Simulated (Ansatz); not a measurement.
# SnO2 (Fm-3m) in Ansatz: notebook

Runs on SnO2. Level: PBE. Tasks: single point.

Program: Ansatz 0.2.0. These are calculated values, not measurements. Logs are shortened: lines on timing, memory, paths and dates and some standing lists are left out, and cuts for length are marked.

## Step 1: The crystal as given

Symmetry: Fm-3m, No. 225, cubic system. The conventional cell has a = 5.148 Å, b = 5.148 Å, c = 5.148 Å, α = 90.00°, β = 90.00°, γ = 90.00°. Sn (site symmetry m-3m) is surrounded by 8 O at 2.23 Å. Around O (site symmetry -43m) lie 4 Sn at 2.23 Å.

Measurements of this composition are mostly on another form, of space group No. 136.

## Step 2: Single point, PBE

Input file input.yaml:

```yaml
crystal:
  lattice:
    - [0.0, 2.57415, 2.57415]
    - [2.57415, 0.0, 2.57415]
    - [2.57415, 2.57415, 0.0]
  atoms:
    - { symbol: Sn, position: [0.0, 0.0, 0.0] }
    - { symbol: O, position: [0.75, 0.75, 0.75] }
    - { symbol: O, position: [0.25, 0.25, 0.25] }
hamiltonian:
  xc: pbe
  pseudopotentials: { kind: paw }
kpoints:
  mp_grid: { grid: [9, 9, 9] }
scf:
  occupations: { method: gaussian, width: 0.024 }
output:
  forces: true
  stress: true
  eigenvalues: true
```

Potentials or basis: Ansatz PAW.

Launch:

```bash
$ ansatz run input.yaml --threads 2 --pin off --max-ram 5632MiB --backend cpu --events-out ev --progress --plain --runs-dir out
```

The log of the run:

```text
Warning: RAYON_NUM_THREADS=2 ignored (pool sized by the plan → 2); use --threads N
Engine: ansatz 0.2.0, x86_64-unknown-linux-gnu
Pseudopotentials: kind: paw
Pseudopotential: Sn, paw, valence charge 14, recommended cutoff 420 eV (normal), Sn.paw.azcp
Pseudopotential: O, paw, valence charge 6, recommended cutoff 420 eV (normal), O.paw.azcp
Functional definition: PBE
  parameter kappa = 0.804
  parameter beta = 0.06672455060314922
  exchange = pbe_x(kappa = kappa, mu = beta*pi^2/3)
  correlation = pbe_c(beta = beta)
Crystal: 3 atoms, lattice volume = 34.114 Å³
Basis set: ecut = 420 eV, 645 PW (Γ), exchange–correlation on 50×50×50 points (8 copies of the dense FFT grid, shifted against one another)
Bands: 17, of which v1, the nominal top of the filled ones, is band 13 counted from 1 (12 counted from 0)
Symmetry: 48 space group operations
Space group: Fm-3m (ITA 225), of the structure as read, at distance tolerance 3.2e-5 Å
k-points: 35 of 729
Non-local potential: Sn, projectors of the file, l = 0: 2, l = 1: 2, l = 2: 2, l = 3: 2
Non-local potential: O, projectors of the file, l = 0: 2, l = 1: 2, l = 2: 1
PAW form: soft (Blöchl's): semilocal exchange-correlation on the pseudo side does not see the compensation charge
PAW one-centre angular grid: Sn, 590 points (default); XC on 64 Gauss nodes
PAW one-centre angular grid: O, 110 points (default); XC on 64 Gauss nodes
Initial density: superposition of atomic densities (neutral atoms: chi_scale 0, normalization atom), corrected by the library's trained network
Initial wavefunctions: pseudopotential atomic-orbital guess
Functional: x = pbe(κ = 0.804, μ = 0.2195149727645171), c = pbe(β = 0.06672455060314922)
SCF iter   1: F=—  HF=-7158.229580 eV  |F-HF|=—  |Δ(HF+E_count)|=         —  Δρ=4.80e-3  dr2=7.52e-3  ethr=1.77e-3  ⟨swp⟩=6.0  Hψ=2949  notcnv=0
preconditioner: auto → none  [insulator: Δε(μ)=1.176 eV  Ē_g=19.606 eV  σ=0.024 eV  W_gap=0.98  n_scr=14 (ndim 8)  ℏωp=32.4 eV  f_vac=0.038  D(μ)=0.40/eV (n_scr^D=0)  ε∞_Penn≈3.7]
SCF iter   2: F=—  HF=-7158.227921 eV  |F-HF|=—  |Δ(HF+E_count)|=   1.66e-3  Δρ=2.81e-3  dr2=1.91e-3  ethr=2.89e-5  ⟨swp⟩=2.1  Hψ=1245  notcnv=0
SCF iter   3: F=—  HF=-7158.227568 eV  |F-HF|=—  |Δ(HF+E_count)|=   3.54e-4  Δρ=5.97e-4  dr2=7.03e-5  ethr=7.35e-6  ⟨swp⟩=2.0  Hψ=925  notcnv=0
SCF iter   4: F=—  HF=-7158.227829 eV  |F-HF|=—  |Δ(HF+E_count)|=   2.61e-4  Δρ=8.33e-5  dr2=1.65e-6  ethr=2.70e-7  ⟨swp⟩=2.0  Hψ=957  notcnv=0
iter 5 did not close the SCF: its close was put off for the readings that it lacked (scf_convergence_deferred on its scf_iter line)
SCF iter   5: F=-7158.227835 eV  HF=-7158.227835 eV  |F-HF|=4.49e-8  |Δ(HF+E_count)|=   6.38e-6  Δρ=8.18e-6  dr2=1.03e-8  ethr=6.35e-9  ⟨swp⟩=2.1  Hψ=1016  notcnv=0
SCF iter   6: F=-7158.227835 eV  HF=-7158.227835 eV  |F-HF|=1.51e-9  |Δ(HF+E_count)|=   5.56e-8  Δρ=2.58e-6  dr2=1.45e-9  ethr=3.95e-11  ⟨swp⟩=3.0  Hψ=2176  notcnv=0
SCF 1 converged in 6 iterations: F = -7158.227835 eV  dr2 = 1.45e-9
SCF converged after 6 iterations
Free energy (F): -7158.227835 eV
Harris-Foulkes:  -7158.227835 eV  (|F-HF|=1.51e-9)
Internal energy: -7158.227720 eV  (E = F + TS)
E sigma→0 (E₀):  -7158.227778 eV
Entropy (-TS):   -0.000115 eV (-0.038 meV/atom)
Fermi energy:    10.865364 eV
--- Per-component energies (eV) ---
  E_band       = -27.250145
  E_kinetic    = 539.716124
  E_local      = -1230.041417  (includes V_loc(G=0)·N_el)
  E_nonlocal   = 66.712444
  E_hartree    = 660.763192
  E_xc         = -527.182622
  E_vxc        = -281.629870  (∫ρ·V_xc dr)
  E_paw        = -4463.272054  (= ΣΔE_a)
  E_vpaw       = -443.539989  (= ΣTr[D̂ρ^β])
  E_aug_tail   = 0.004725  (compensation charges beyond the density's cutoff)
  E_ewald      = -2204.928113
  E_smearing   = -0.000115  (= −TS)
  E_closure    = 0.000000  (closes the sum)
  Σ components = -7158.227835   (vs F -7158.227835, Δ=0.00e0)
--- Forces (eV/Å), atoms counted from 1 ---
  atom   1  Sn    -0.00000000     0.00000000    -0.00000000
  atom   2  O     -0.00000000     0.00000000    -0.00000000
  atom   3  O      0.00000000    -0.00000000    -0.00000000
  max |Σ_I F_I| component: 9.25e-18 eV/Å
--- Stress (GPa, compression-positive) ---
       -0.469986       0.000000      -0.000000
        0.000000      -0.469986       0.000000
       -0.000000      -0.000000      -0.469986
  P = ⅓ Tr σ = -0.4700 GPa (-4.700 kbar)
--- Band table (eV; the first three rows and the last of 35) ---
  k-point 0: bands = ["-9.6484", "-9.6484", "-9.6484", "-9.5259", "-9.5259", "-8.3791", "-4.7836", "8.1298", "8.1298", "8.1298", "9.6064", "9.6064", "9.6064", "10.7350", "17.9060", "17.9060", "17.9060"]
  k-point 1: bands = ["-9.6901", "-9.6400", "-9.6400", "-9.5262", "-9.5262", "-8.2590", "-4.7820", "7.6855", "8.0695", "8.0695", "8.7227", "9.5235", "9.5235", "11.9673", "17.7888", "18.1978", "18.1978"]
  k-point 2: bands = ["-9.8068", "-9.6229", "-9.6229", "-9.5227", "-9.5227", "-7.8840", "-4.8493", "6.5738", "7.9291", "7.9291", "8.0546", "9.3145", "9.3145", "13.5165", "17.8056", "18.9868", "18.9868"]
  k-point 34: bands = ["-9.9255", "-9.8223", "-9.5614", "-9.5113", "-9.5106", "-5.9846", "-5.5490", "3.1374", "5.2636", "7.5212", "8.2720", "10.5786", "10.8282", "15.0205", "19.4881", "20.6272", "20.6594"]
```

Run time: 0.91 s. Hardware: 2 threads of Intel Xeon Platinum 8259CL at 2.50GHz (Skylake/Cascade Lake), shared host; peak memory 0.36 GiB.

Results:

* Free energy: -7158.2278 eV
* Pressure: -0.5 GPa
* Band gap on the k mesh: none (metal or under the smearing width)

Levels at points of the mesh, in eV from the Fermi level:
```tsv
k point	band 11	band 12	band 13	band 14	band 15	band 16
(0.00, 0.00, 0.00)	-1.26	-1.26	-1.26	-0.13	7.04	7.04
```

Caveat: the pressure holds a Pulay correction of +1.0 GPa for the finite cutoff.

## Step 3: Single point, PBE

Changes to input.yaml since step 2:

```diff
@@ -15,3 +15,3 @@
 scf:
-  occupations: { method: gaussian, width: 0.024 }
+  occupations: { method: gaussian, width: 0.025 }
 output:
```

Potentials or basis: Ansatz PAW.

Launch:

```bash
$ ansatz run input.yaml --threads 2 --pin off --max-ram 5632MiB --backend cpu --events-out ev --progress --plain --runs-dir out
```

The log of the run:

```text
Warning: RAYON_NUM_THREADS=2 ignored (pool sized by the plan → 2); use --threads N
[... 9 set-up lines as earlier in the session ...]
Crystal: 3 atoms, lattice volume = 34.114 Å³
Basis set: ecut = 420 eV, 645 PW (Γ), exchange–correlation on 50×50×50 points (8 copies of the dense FFT grid, shifted against one another)
Bands: 17, of which v1, the nominal top of the filled ones, is band 13 counted from 1 (12 counted from 0)
[... 2 set-up lines as earlier in the session ...]
k-points: 35 of 729
[... 8 set-up lines as earlier in the session ...]
SCF iter   1: F=—  HF=-7158.229586 eV  |F-HF|=—  |Δ(HF+E_count)|=         —  Δρ=4.80e-3  dr2=7.52e-3  ethr=1.77e-3  ⟨swp⟩=5.9  Hψ=2944  notcnv=0
preconditioner: auto → none  [insulator: Δε(μ)=1.176 eV  Ē_g=19.606 eV  σ=0.025 eV  W_gap=0.98  n_scr=14 (ndim 8)  ℏωp=32.4 eV  f_vac=0.038  D(μ)=0.38/eV (n_scr^D=0)  ε∞_Penn≈3.7]
SCF iter   2: F=—  HF=-7158.227926 eV  |F-HF|=—  |Δ(HF+E_count)|=   1.66e-3  Δρ=2.81e-3  dr2=1.91e-3  ethr=2.89e-5  ⟨swp⟩=2.1  Hψ=1245  notcnv=0
SCF iter   3: F=—  HF=-7158.227573 eV  |F-HF|=—  |Δ(HF+E_count)|=   3.53e-4  Δρ=5.97e-4  dr2=7.03e-5  ethr=7.35e-6  ⟨swp⟩=2.0  Hψ=923  notcnv=0
SCF iter   4: F=—  HF=-7158.227833 eV  |F-HF|=—  |Δ(HF+E_count)|=   2.61e-4  Δρ=8.33e-5  dr2=1.65e-6  ethr=2.70e-7  ⟨swp⟩=2.0  Hψ=957  notcnv=0
iter 5 did not close the SCF: its close was put off for the readings that it lacked (scf_convergence_deferred on its scf_iter line)
SCF iter   5: F=-7158.227840 eV  HF=-7158.227840 eV  |F-HF|=4.49e-8  |Δ(HF+E_count)|=   6.38e-6  Δρ=8.17e-6  dr2=1.02e-8  ethr=6.36e-9  ⟨swp⟩=2.1  Hψ=1016  notcnv=0
SCF iter   6: F=-7158.227840 eV  HF=-7158.227840 eV  |F-HF|=1.49e-9  |Δ(HF+E_count)|=   5.54e-8  Δρ=2.57e-6  dr2=1.44e-9  ethr=3.92e-11  ⟨swp⟩=3.0  Hψ=2175  notcnv=0
SCF 1 converged in 6 iterations: F = -7158.227840 eV  dr2 = 1.44e-9
SCF converged after 6 iterations
Free energy (F): -7158.227840 eV
Harris-Foulkes:  -7158.227840 eV  (|F-HF|=1.49e-9)
Internal energy: -7158.227720 eV  (E = F + TS)
E sigma→0 (E₀):  -7158.227780 eV
Entropy (-TS):   -0.000119 eV (-0.040 meV/atom)
Fermi energy:    10.866853 eV
--- Per-component energies (eV) ---
  E_band       = -27.250146
  E_kinetic    = 539.716122
  E_local      = -1230.041417  (includes V_loc(G=0)·N_el)
  E_nonlocal   = 66.712444
  E_hartree    = 660.763194
  E_xc         = -527.182621
  E_vxc        = -281.629870  (∫ρ·V_xc dr)
  E_paw        = -4463.272055  (= ΣΔE_a)
  E_vpaw       = -443.539990  (= ΣTr[D̂ρ^β])
  E_aug_tail   = 0.004725  (compensation charges beyond the density's cutoff)
  E_ewald      = -2204.928113
  E_smearing   = -0.000119  (= −TS)
  E_closure    = 0.000000  (closes the sum)
  Σ components = -7158.227840   (vs F -7158.227840, Δ=0.00e0)
--- Forces (eV/Å), atoms counted from 1 ---
  atom   1  Sn    -0.00000000     0.00000000     0.00000000
  atom   2  O      0.00000000    -0.00000000    -0.00000000
  atom   3  O      0.00000000     0.00000000    -0.00000000
  max |Σ_I F_I| component: 1.16e-17 eV/Å
--- Stress (GPa, compression-positive) ---
       -0.469980       0.000000       0.000000
       -0.000000      -0.469980      -0.000000
       -0.000000       0.000000      -0.469980
  P = ⅓ Tr σ = -0.4700 GPa (-4.700 kbar)
--- Band table (eV; the first three rows and the last of 35) ---
  k-point 0: bands = ["-9.6484", "-9.6484", "-9.6484", "-9.5259", "-9.5259", "-8.3791", "-4.7836", "8.1298", "8.1298", "8.1298", "9.6064", "9.6064", "9.6064", "10.7350", "17.9060", "17.9060", "17.9060"]
  k-point 1: bands = ["-9.6901", "-9.6400", "-9.6400", "-9.5262", "-9.5262", "-8.2590", "-4.7820", "7.6855", "8.0695", "8.0695", "8.7227", "9.5235", "9.5235", "11.9673", "17.7888", "18.1978", "18.1978"]
  k-point 2: bands = ["-9.8068", "-9.6229", "-9.6229", "-9.5227", "-9.5227", "-7.8840", "-4.8493", "6.5738", "7.9291", "7.9291", "8.0546", "9.3145", "9.3145", "13.5165", "17.8056", "18.9868", "18.9868"]
  k-point 34: bands = ["-9.9255", "-9.8223", "-9.5614", "-9.5113", "-9.5106", "-5.9846", "-5.5490", "3.1374", "5.2636", "7.5212", "8.2720", "10.5786", "10.8282", "15.0205", "19.4881", "20.6272", "20.6594"]
```

Run time: 0.98 s. Hardware: 2 threads of Intel Xeon Platinum 8259CL at 2.50GHz (Skylake/Cascade Lake), shared host; peak memory 0.36 GiB.

Results:

| Quantity | Value |
| --- | --- |
| Free energy | -7158.2278 eV |
| Pressure | -0.5 GPa |
| Band gap on the k mesh | none (metal or under the smearing width) |

Levels at points of the mesh, in eV from the Fermi level:
```tsv
k point	band 11	band 12	band 13	band 14	band 15	band 16
(0.00, 0.00, 0.00)	-1.26	-1.26	-1.26	-0.13	7.04	7.04
```

Caveat: the pressure holds a Pulay correction of +1.0 GPa for the finite cutoff.

## Step 4: Single point, PBE

Changes to input.yaml since step 3:

```diff
@@ -15,3 +15,3 @@
 scf:
-  occupations: { method: gaussian, width: 0.025 }
+  occupations: { method: gaussian, width: 0.026 }
 output:
```

Launch:

```bash
$ ansatz run input.yaml --threads 2 --pin off --max-ram 5632MiB --backend cpu --events-out ev --progress --plain --runs-dir out
```

It took 1.1 s on 2 threads of Intel Xeon Platinum 8259CL at 2.50GHz (Skylake/Cascade Lake), shared host; peak memory 0.35 GiB.

It converged, with:

| Quantity | Value |
| --- | --- |
| Free energy | -7158.2278 eV |
| Pressure | -0.5 GPa |
| Band gap on the k mesh | none (metal or under the smearing width) |

Levels at points of the mesh, in eV from the Fermi level:
| k point | band 11 | band 12 | band 13 | band 14 | band 15 | band 16 |
| --- | --- | --- | --- | --- | --- | --- |
| (0.00, 0.00, 0.00) | -1.26 | -1.26 | -1.26 | -0.13 | 7.04 | 7.04 |

Caveat: the pressure holds a Pulay correction of +1.0 GPa for the finite cutoff.

## Step 5: Single point, PBE

Changes to input.yaml since step 4:

```diff
@@ -15,3 +15,3 @@
 scf:
-  occupations: { method: gaussian, width: 0.026 }
+  occupations: { method: gaussian, width: 0.027 }
 output:
```

Launch:

```bash
$ ansatz run input.yaml --threads 2 --pin off --max-ram 5632MiB --backend cpu --events-out ev --progress --plain --runs-dir out
```

Wall time 1.1 s (2 threads of Intel Xeon Platinum 8259CL at 2.50GHz (Skylake/Cascade Lake), shared host); peak memory 0.36 GiB.

It converged, with:

- Free energy: -7158.2278 eV
- Pressure: -0.5 GPa
- Band gap on the k mesh: none (metal or under the smearing width)

Levels at points of the mesh, in eV from the Fermi level:
```csv
k point,band 9,band 10,band 11,band 12,band 13,band 14,band 15,band 16,band 17
"(0.00, 0.00, 0.00)",-2.74,-2.74,-1.26,-1.26,-1.26,-0.13,7.04,7.04,7.04
```

Caveat: the pressure holds a Pulay correction of +1.0 GPa for the finite cutoff.

## Step 6: Summary

```csv
smearing,gap on the mesh (eV),pressure (GPa)
gaussian 0.024 eV,none,-0.5
gaussian 0.025 eV,none,-0.5
gaussian 0.026 eV,none,-0.5
gaussian 0.027 eV,none,-0.5
```

Alike in all rows: task single point; level PBE; potentials or basis Ansatz PAW; no spin polarisation; cell as given; k mesh 9 × 9 × 9; cutoff (eV) 420.

Every run on the cell as given and a fine mesh finds a metal.

Total energies depend on the potentials used, so only differences within one code and one set of settings carry meaning.
